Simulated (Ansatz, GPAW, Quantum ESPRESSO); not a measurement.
# SiC: valence-band photoemission, part 8 of 8

Aim: the valence spectrum of SiC from He I to hard X-rays, and which orbitals make each feature.

Ansatz 0.2.0, Quantum ESPRESSO 7.5 and GPAW 26.7.0; DFT, PBEsol, plane-wave PAW, default files, scalar-relativistic (the session's first sound run).

So far. Step 5 (Quantum ESPRESSO: self-consistent run): At this level the gap is 1.24 eV on the k-mesh of the self-consistent run, which can miss the band edges. Step 8 (Quantum ESPRESSO: bands): On this path the gap is indirect, 1.25 eV, with the valence top at Γ and the conduction bottom at X. The least direct gap is 4.46 eV.

**11. Other settings: accuracy = "high" and scf.initial_density.chi_scale = 0.1**

This step: DFT, PBEsol, plane-wave PAW, default files, scalar-relativistic; changed: accuracy = "high", scf.initial_density.chi_scale = 0.1 (Ansatz 0.2.0).

Some settings are changed to see whether the read-outs move.

Input file input.yaml:

```yaml
crystal:
  lattice:
    - [0.0, 2.179, 2.179]
    - [2.179, 0.0, 2.179]
    - [2.179, 2.179, 0.0]
  atoms:
    - { symbol: Si, position: [0.0, 0.0, 0.0] }
    - { symbol: C, position: [0.75, 0.75, 0.75] }
kpoints:
  mp_grid: { grid: [16, 16, 16] }
scf:
  occupations: { method: fermi_dirac, width: 0.05 }
  n_extra_bands: 8
  initial_density: { chi_scale: 0.1 }
hamiltonian:
  xc: pbesol
  pseudopotentials: { kind: paw }
output:
  forces: true
  stress: true
  dos:
    projected: true
    de: 0.05
    e_range: [-28, 12]
    nscf_kmesh: { grid: [26, 26, 26] }
accuracy: high
```

Run with:

```console
ansatz run input.yaml --threads 2 --pin off --max-ram 6144MiB --backend cpu --events-out ev --progress --plain --runs-dir out
```

Numbers of over 12 decimals in the logs are rounded to 6 here.

The program printed:

```text
[...]
Crystal: 2 atoms, lattice volume = 20.692 Å³
Basis set: ecut = 420 eV, 411 PW (Γ), exchange–correlation on 50×50×50 points (8 copies of the dense FFT grid, shifted against one another)
Bands: 12, of which v1, the nominal top of the filled ones, is band 4 counted from 1 (3 counted from 0)
Symmetry: 24 space group operations
[...]
k-points: 145 of 4096 (time reversal used)
[...]
SCF iter   1: F=—  HF=-870.100128 eV  |F-HF|=—  |Δ(HF+E_count)|=         —  Δρ=1.34e-1  dr2=4.53e0  ethr=3.10e-3  ⟨swp⟩=5.7  Hψ=11270  notcnv=0  defer=9
[...]
SCF iter   8: F=-868.706186 eV  HF=-868.706186 eV  |F-HF|=9.09e-13  |Δ(HF+E_count)|=  6.07e-10  Δρ=2.55e-7  dr2=5.35e-12  ethr=1.00e-12  ⟨swp⟩=4.0  Hψ=6008  notcnv=0
SCF 1 converged in 8 iterations: F = -868.706186 eV  dr2 = 5.35e-12
[...]
SCF converged after 8 iterations
Free energy (F): -868.706186 eV
[...]
Internal energy: -868.706186 eV  (E = F + TS)
E sigma→0 (E₀):  -868.706186 eV
Entropy (-TS):   -0.000000 eV (-0.000 meV/atom)
Fermi energy:    10.086158 eV
[...]
--- Stress (GPa, compression-positive) ---
       -0.181125       0.000000      -0.000000
        0.000000      -0.181125       0.000000
       -0.000000       0.000000      -0.181125
  P = ⅓ Tr σ = -0.1811 GPa (-1.811 kbar)
--- Band table (eV; the first three rows and the last of 145) ---
  k-point 0: bands = [-6.0030, 9.4181, 9.4181, 9.4181, 15.5855, 16.6610, 16.6610, 16.6610, ... 4 higher]
  k-point 1: bands = [-5.9262, 8.9896, 9.3631, 9.3631, 15.7587, 16.7214, 16.7642, 16.7642, ... 4 higher]
  k-point 2: bands = [-5.6970, 7.9257, 9.2158, 9.2158, 15.8195, 17.0133, 17.0133, 17.1865, ... 4 higher]
  k-point 144: bands = [-0.6964, 2.3768, 4.3699, 4.6750, 14.5382, 18.7818, 18.8302, 19.0455, ... 4 higher]
```

Elapsed: 7.7 s, on 2 threads of Arm Neoverse V1, shared host; peak memory 0.3 GiB.

Numbers from this step:

```yaml
free_energy: -868.7062 eV
fermi_energy: 10.09 eV
pressure: -0.1811 GPa
gap_on_the_k_mesh: 1.244 eV
share_of_occupied_states_in_no_projected_shell: 0.009 of the occupied states in the window
```

The DOS has structure finer than the step of the table below, so its rows give means over 1 eV, whole bins alone (the curve runs from -16.9 to 12.6 eV). Peaks (eV: height): total -7.1: 1.29, 5.0: 1.19, 7.6: 1.95, 11.0: 1.15; C 2p -7.2: 0.638, -1.2: 0.781, 5.0: 0.336, 7.6: 0.274; Si 3p -10.4: 0.255, -3.2: 0.348, 5.0: 0.436, 7.5: 0.784; C 2s -10.4: 0.397, -7.0: 0.0751, 5.6: 0.172, 7.5: 0.231; Si 3s -7.1: 0.402, 5.6: 0.194, 7.6: 0.302, 11.0: 0.147.

DOS against E, zero at the valence-band maximum; means over each step; values in states/eV/cell:

```tsv
E (eV)	total	C 2p	Si 3p	C 2s	Si 3s
-16	0	0	0	0	0
-15	0.111	0.00458	0.0176	0.0408	0.0474
-14	0.237	0.0172	0.0604	0.0827	0.0755
-13	0.341	0.0288	0.0973	0.126	0.0875
-12	0.533	0.0382	0.152	0.230	0.111
-11	0.587	0.0289	0.188	0.295	0.0724
-10	0.190	0.00274	0.0700	0.110	0.00602
-9	0.00457	0.00222	0.00142	7.6e-5	8.4e-4
-8	0.316	0.154	0.0801	0.0121	0.0683
-7	0.836	0.409	0.136	0.0631	0.225
-6	0.365	0.176	0.0775	0.0550	0.0528
-5	0.655	0.357	0.198	0.0459	0.0490
-4	0.760	0.437	0.229	0.0386	0.0486
-3	1.06	0.665	0.318	0.0286	0.0370
-2	1.04	0.722	0.265	0.0174	0.0210
-1	0.805	0.627	0.147	0.00738	0.00724
0	0.158	0.137	0.0153	7.3e-4	4.9e-4
1	0.00592	1.1e-4	0.00304	0.00186	1.5e-5
2	0.0974	0.00730	0.0469	0.0257	0.00163
3	0.230	0.0312	0.103	0.0444	0.00879
4	0.414	0.0776	0.176	0.0506	0.0233
5	0.796	0.183	0.296	0.0509	0.0755
6	0.680	0.0996	0.219	0.0906	0.129
7	0.910	0.126	0.301	0.0999	0.160
8	1.29	0.192	0.549	0.109	0.145
9	1.03	0.195	0.421	0.0630	0.108
10	1.01	0.227	0.349	0.0554	0.129
11	0.918	0.184	0.279	0.0383	0.0884
12	0.728	0.108	0.181	0.0181	0.0407
```

The two runs compared:

```tsv
quantity	this run	base run	difference
gap on the k-mesh (eV)	1.2439	1.2439	-1.7e-5
```

The gap on the k-mesh moves by 0.00 eV at most against the base run, and the converged energy is the same to the last digits.

**12. Cross-check between programs**

Same cell, functional and SCF mesh; potentials, basis and cutoffs are each program's own. Levels count from each run's own zero. The LCAO run uses a double-zeta polarised basis, which isn't converged: its levels can miss those of plane waves by tenths of an eV or more, filled ones included.

```tsv
quantity	Ansatz	QE	GPAW	GPAW LCAO
gap on the path (eV)	1.24	1.24	1.24	1.27
```

**13. Results**

| Item | Value |
| --- | --- |
| least gap on the mesh and the path | 1.24 eV |
| strongest listed peak within 13 eV of the zero, at 1486.7 eV | 7.2 eV binding, mostly Si 3s |
| strongest listed peak within 13 eV of the zero, at 21.2 eV | 1.4 eV binding, mostly C 2p |
| PBEsol (7.9 s on 2 threads) | gap 1.24 eV, highest Al Kα peak within 13 eV at 7.2 eV (Si 3s) |
| LDA (7.8 s on 2 threads) | gap 1.32 eV, highest Al Kα peak within 13 eV at 7.1 eV (Si 3s) |
| coarse-dos (3.2 s on 2 threads) | gap 1.24 eV on a coarse mesh, an upper bound, highest Al Kα peak within 13 eV at 7.2 eV (Si 3s) |
| qe | gap 1.25 eV, highest Al Kα peak within 13 eV at 11.5 eV (C 2s) |
| other settings (7.7 s on 2 threads) | gap 1.24 eV, highest Al Kα peak within 13 eV at 7.2 eV (Si 3s) |

**Reading.** SiC is an insulator or semiconductor at the base level (gap 1.24 eV), and its valence spectrum changes with photon energy as the shells' cross sections do. At 21.2 eV the valence spectrum has its highest listed peaks within 10.8 eV at 1.4 eV (C 2p) and 7.2 eV (C 2p). At 1486.7 eV the valence spectrum has its highest listed peaks within 13 eV at 7.2 eV (Si 3s) and 11.5 eV (C 2s). The shell named is the one with most of the intensity, cross sections included, not always the one with most states there. With LDA, the gap on the path moves from 1.24 to 1.32 eV. With coarser mesh for the DOS, the gap stays within 0.02 eV. The plane-wave programs agree on the gap on the path to 0.01 eV. At 21.2 eV the area is led by C 2p (93 %), at 9251.7 eV by Si 3s (73 %), since cross sections fall faster with photon energy for shells of higher angular momentum. Kohn–Sham levels aren't quasiparticle energies, so peak positions are approximate. Each run has its own recipe for the spectra (widths, photon energies, in some runs the light), so peak heights and places can differ between runs for that reason too. Semilocal Kohn–Sham gaps are too small as a rule.

[Logs are printed without paths, hosts, clocks, repeated set-up lines and the standing remarks that a program may print on its own settings, such as how far it seeks lower states.]

[Hosts, paths, dates, database ids (printed as entryN), source tags and the programs' standing remarks are cut or masked in the printed files.]

[Maps of the electrostatic potential energy from Ansatz leave out the sawtooth potential of an applied field or a dipole correction, so their vacuum need not be flat; work functions include it.]

[Peak lists hold at most the 14 tallest peaks of each spectrum; further lines can be left out.]
